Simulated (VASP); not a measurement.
## BN (zincblende): a r²SCAN single-point calculation in VASP

INCAR

```
PREC = Accurate
EDIFF = 1E-7
ENCUT = 520
LREAL = .FALSE.
NBANDS = 11
METAGGA = R2SCAN
NSW = 0
IBRION = -1
ISMEAR = 0
SIGMA = 0.01
LWAVE = .FALSE.
LASPH = .TRUE.
ISIF = 2
LELF = .TRUE.
LCHARG = .TRUE.
NELM = 120
ALGO = Normal
```

KPOINTS

```
KPOINTS created by Atomic Simulation Environment
0
Gamma
12 12 12
0 0 0
```

KPOINTS_OPT

```
special points
7
Reciprocal
0.0000000000 0.0000000000 0.0000000000 1
-0.5000000000 -0.5000000000 0.0000000000 1
-0.3750000000 -0.3750000000 0.2500000000 1
-0.3750000000 0.0000000000 0.3750000000 1
0.0000000000 0.0000000000 0.5000000000 1
-0.5000000000 -0.2500000000 0.2500000000 1
0.0000000000 0.5000000000 0.5000000000 1
```

POSCAR

```
B  N
 1.0000000000000000
    -0.0000000000000000    1.8048254650102595    1.8048254650102595
     1.8048254650102595   -0.0000000000000000    1.8048254650102595
     1.8048254650102595    1.8048254650102595    0.0000000000000000
 B   N
   1   1
Cartesian
  0.0000000000000000  0.0000000000000000 -0.0000000000000000
  0.9024127325051298  0.9024127325051298  0.9024127325051298
```

VASP ran with the recommended PBE PAW datasets (8 valence electrons in the cell).

Command

```
mpirun -np 1 vasp_std
```

OSZICAR

```
N       E                     dE             d eps       ncg     rms          rms(c)
DAV:   1     0.670225383286E+01    0.67023E+01   -0.53986E+03  1616   0.758E+02
DAV:   2    -0.218842659693E+02   -0.28587E+02   -0.27743E+02  1879   0.169E+02
DAV:   3    -0.224193105568E+02   -0.53504E+00   -0.53417E+00  1884   0.197E+01
DAV:   4    -0.224199775224E+02   -0.66697E-03   -0.66696E-03  1707   0.778E-01
DAV:   5    -0.224199781600E+02   -0.63762E-06   -0.63762E-06  1812   0.241E-02    0.664E+00
DAV:   6    -0.191766889913E+02    0.32433E+01   -0.18725E+00  1584   0.796E+00    0.359E+00
DAV:   7    -0.191723900252E+02    0.42990E-02   -0.26563E-01  1645   0.382E+00    0.185E+00
DAV:   8    -0.191720799614E+02    0.31006E-03   -0.43453E-02  1713   0.135E+00    0.171E-01
DAV:   9    -0.191715783430E+02    0.50162E-03   -0.63578E-03  1809   0.540E-01    0.997E-02
DAV:  10    -0.191715610560E+02    0.17287E-04   -0.48008E-04  1719   0.167E-01    0.323E-02
DAV:  11    -0.191715626413E+02   -0.15852E-05   -0.42645E-05  1776   0.505E-02    0.821E-03
DAV:  12    -0.191715635858E+02   -0.94455E-06   -0.12806E-06  1746   0.102E-02    0.150E-03
DAV:  13    -0.191715636815E+02   -0.95709E-07   -0.20203E-07  1330   0.295E-03
   1 F= -.19171564E+02 E0= -.19171564E+02  d E =-.218155E-23
       N       E                     dE             ncg
DAV:   1     0.695385172099E+03   -0.26054E+04      178
DAV:   2     0.518937721706E+03   -0.17645E+03      191
DAV:   3     0.517061416940E+03   -0.18763E+01      181
DAV:   4     0.517059736659E+03   -0.16803E-02      166
DAV:   5     0.517059735283E+03   -0.13761E-05      181
DAV:   6     0.517059735282E+03   -0.17982E-08      166
```

From OUTCAR

```
k-points           NKPTS =     72   k-points in BZ     NKDIM =     72   number of bands    NBANDS=     11

   NELECT =       8.0000    total number of electrons

   dimension x,y,z NGX =    20 NGY =   20 NGZ =   20
   dimension x,y,z NGXF=    40 NGYF=   40 NGZF=   40

  energy-cutoff  :      520.00
  volume of cell :       11.76
      direct lattice vectors                 reciprocal lattice vectors
     0.000000000  1.804825465  1.804825465    -0.277035098  0.277035098  0.277035098
     1.804825465  0.000000000  1.804825465     0.277035098 -0.277035098  0.277035098
     1.804825465  1.804825465  0.000000000     0.277035098  0.277035098 -0.277035098

 k-points in reciprocal lattice and weights: KPOINTS created by Atomic Simulation Env
   0.00000000  0.00000000  0.00000000       0.001
   0.08333333  0.00000000  0.00000000       0.005
   0.16666667  0.00000000  0.00000000       0.005
   0.25000000  0.00000000  0.00000000       0.005
   0.33333333  0.00000000  0.00000000       0.005
   0.41666667  0.00000000  0.00000000       0.005
   0.50000000  0.00000000  0.00000000       0.002
   0.08333333  0.08333333  0.00000000       0.003
   ...

 E-fermi :   7.3627

 k-point     1 :       0.0000    0.0000    0.0000
  band No.  band energies     occupation
      1     -14.0457      2.00000
      2       7.2972      2.00000
      3       7.2972      2.00000
      4       7.2972      2.00000
      5      16.8453      0.00000
      6      16.8453      0.00000
      7      16.8453      0.00000
      8      18.4358      0.00000
      9      33.5174      0.00000
     10      36.0955      0.00000
     11      36.0955      0.00000

 k-point     2 :       0.0833    0.0000    0.0000
  band No.  band energies     occupation
      1     -13.8700      2.00000
      2       6.3419      2.00000
      3       7.1100      2.00000
      4       7.1100      2.00000
      5      17.0736      0.00000
      6      17.1344      0.00000
      7      17.1344      0.00000
      8      19.0238      0.00000
      9      33.3087      0.00000
     10      33.9737      0.00000
     11      33.9737      0.00000

 k-point     3 :       0.1667    0.0000    0.0000
  band No.  band energies     occupation
      1     -13.3502      2.00000
      2       4.1415      2.00000
      3       6.6534      2.00000
      4       6.6534      2.00000
      5      17.3938      0.00000
      6      17.8063      0.00000
      7      17.8063      0.00000
      8      20.4458      0.00000
      9      32.3657      0.00000
     10      32.3657      0.00000
     11      32.7276      0.00000

 k-point     4 :       0.2500    0.0000    0.0000
  band No.  band energies     occupation
      1     -12.5126      2.00000
      2       1.5601      2.00000
      3       6.1243      2.00000
      4       6.1243      2.00000
      5      17.6820      0.00000
      6      18.4423      0.00000
      7      18.4423      0.00000
      8      21.8976      0.00000
      9      31.9738      0.00000
     10      31.9738      0.00000
     11      32.1502      0.00000

 k-point     5 :       0.3333    0.0000    0.0000
  band No.  band energies     occupation
      1     -11.4275      2.00000
      2      -0.9304      2.00000
      3       5.6714      2.00000
      4       5.6714      2.00000
      5      17.9261      0.00000
      6      18.7564      0.00000
      7      18.7564      0.00000
      8      22.9588      0.00000
      9      31.9333      0.00000
     10      32.8688      0.00000
     11      32.8688      0.00000

 k-point     6 :       0.4167    0.0000    0.0000
  band No.  band energies     occupation
      1     -10.3013      2.00000
      2      -2.9501      2.00000
      3       5.3757      2.00000
      4       5.3757      2.00000
      5      18.0876      0.00000
      6      18.8047      0.00000
      7      18.8047      0.00000
      8      23.5581      0.00000
      9      32.0819      0.00000
     10      34.5847      0.00000
     11      34.5847      0.00000

 k-point     7 :       0.5000    0.0000    0.0000
  band No.  band energies     occupation
      1      -9.7286      2.00000
      2      -3.8279      2.00000
      3       5.2735      2.00000
      4       5.2735      2.00000
      5      18.1432      0.00000
      6      18.7905      0.00000
      7      18.7905      0.00000
      8      23.7472      0.00000
      9      32.2406      0.00000
     10      35.6781      0.00000
     11      35.6781      0.00000

 k-point     8 :       0.0833    0.0833    0.0000
  band No.  band energies     occupation
      1     -13.8116      2.00000
      2       6.6685      2.00000
      3       6.7289      2.00000
      4       6.7289      2.00000
      5      16.4941      0.00000
      6      17.6232      0.00000
      7      17.6232      0.00000
      8      19.0855      0.00000
      9      31.3078      0.00000
     10      34.2775      0.00000
     11      36.4278      0.00000

 k-point     9 :       0.1667    0.0833    0.0000
  band No.  band energies     occupation
      1     -13.4066      2.00000
      2       4.8826      2.00000
      3       6.1519      2.00000
      4       6.6066      2.00000
      5      16.5421      0.00000
      6      18.2168      0.00000
      7      18.4590      0.00000
      8      20.0790      0.00000
      9      29.5555      0.00000
     10      34.3451      0.00000
     11      34.9878      0.00000

 k-point    10 :       0.2500    0.0833    0.0000
  band No.  band energies     occupation
      1     -12.6743      2.00000
      2       2.4521      2.00000
      3       5.5872      2.00000
      4       6.1752      2.00000
      5      17.0240      0.00000
      6      18.6222      0.00000
      7      19.2242      0.00000
      8      21.3147      0.00000
      9      29.0178      0.00000
     10      33.9864      0.00000
     11      34.1523      0.00000

 k-point    11 :       0.3333    0.0833    0.0000
  band No.  band energies     occupation
      1     -11.6660      2.00000
      2      -0.0463      2.00000
      3       5.1690      2.00000
      4       5.6176      2.00000
      5      17.4952      0.00000
      6      18.8975      0.00000
      7      19.5959      0.00000
      8      22.3605      0.00000
      9      29.6483      0.00000
     10      33.6969      0.00000
     11      34.5297      0.00000

 k-point    12 :       0.4167    0.0833    0.0000
  band No.  band energies     occupation
      1     -10.5249      2.00000
      2      -2.2331      2.00000
      3       4.9628      2.00000
      4       5.1010      2.00000
      5      17.8080      0.00000
      6      18.9751      0.00000
      7      19.5696      0.00000
      8      23.3021      0.00000
      9      30.6748      0.00000
     10      34.1550      0.00000
     11      35.6570      0.00000

 k-point    13 :       0.5000    0.0833    0.0000
  band No.  band energies     occupation
      1      -9.6832      2.00000
      2      -3.5680      2.00000
      3       4.7256      2.00000
      4       4.9878      2.00000
      5      18.0603      0.00000
      6      18.9412      0.00000
      7      19.3613      0.00000
      8      23.8899      0.00000
      9      31.3286      0.00000
     10      35.3196      0.00000
     11      35.8424      0.00000

 k-point    14 :      -0.4167    0.0833    0.0000
  band No.  band energies     occupation
      1      -9.8827      2.00000
      2      -3.2685      2.00000
      3       4.5493      2.00000
      4       5.2336      2.00000
      5      18.3367      0.00000
      6      18.8689      0.00000
      7      19.1341      0.00000
      8      23.8414      0.00000
      9      31.5452      0.00000
     10      33.9808      0.00000
     11      35.6673      0.00000

 k-point    15 :      -0.3333    0.0833    0.0000
  band No.  band energies     occupation
      1     -10.9039      2.00000
      2      -1.5631      2.00000
      3       4.6026      2.00000
      4       5.6638      2.00000
      5      18.4397      0.00000
      6      18.8786      0.00000
      7      18.9095      0.00000
      8      23.1797      0.00000
      9      31.4795      0.00000
     10      31.8182      0.00000
     11      35.4889      0.00000

 k-point    16 :      -0.2500    0.0833    0.0000
  band No.  band energies     occupation
      1     -12.0278      2.00000
      2       0.7657      2.00000
      3       4.8929      2.00000
      4       6.2094      2.00000
      5      18.2062      0.00000
      6      18.4524      0.00000
      7      18.9728      0.00000
      8      22.1689      0.00000
      9      30.5126      0.00000
     10      31.2433      0.00000
     11      35.0523      0.00000

 ...

  Total        0.0840155      0.0840155      0.0840155      0.0000000      0.0000000     -0.0000000
  in kB       11.4481217     11.4481217     11.4481217      0.0000000      0.0000000     -0.0000000
  external PRESSURE =      11.4481217 kB  Pullay stress =       0.0000000 kB

 POSITION                                       TOTAL-FORCE (eV/Angst)
 -----------------------------------------------------------------------------------
      0.00000      0.00000      0.00000         0.000000      0.000000      0.000000
      0.90241      0.90241      0.90241        -0.000000     -0.000000     -0.000000
 -----------------------------------------------------------------------------------
    total drift:                                0.000000      0.000000      0.000000

  FREE ENERGIE OF THE ION-ELECTRON SYSTEM (eV)
  ---------------------------------------------------
  free  energy   TOTEN  =       -19.1715636815 eV

  energy  without entropy=      -19.1715636815  energy(sigma->0) =      -19.17156368
```

```yaml
gap_between_bands_v_and_c: 4.98 eV
least_direct_gap: 9.55 eV
pressure: 1.1 GPa
```

Band v is the last that the valence electrons fill when counted band by band, and c is the next.

The run took about 29 s on one core of a shared host (Intel Xeon Platinum 8488C) and held 0.13 GiB at most.
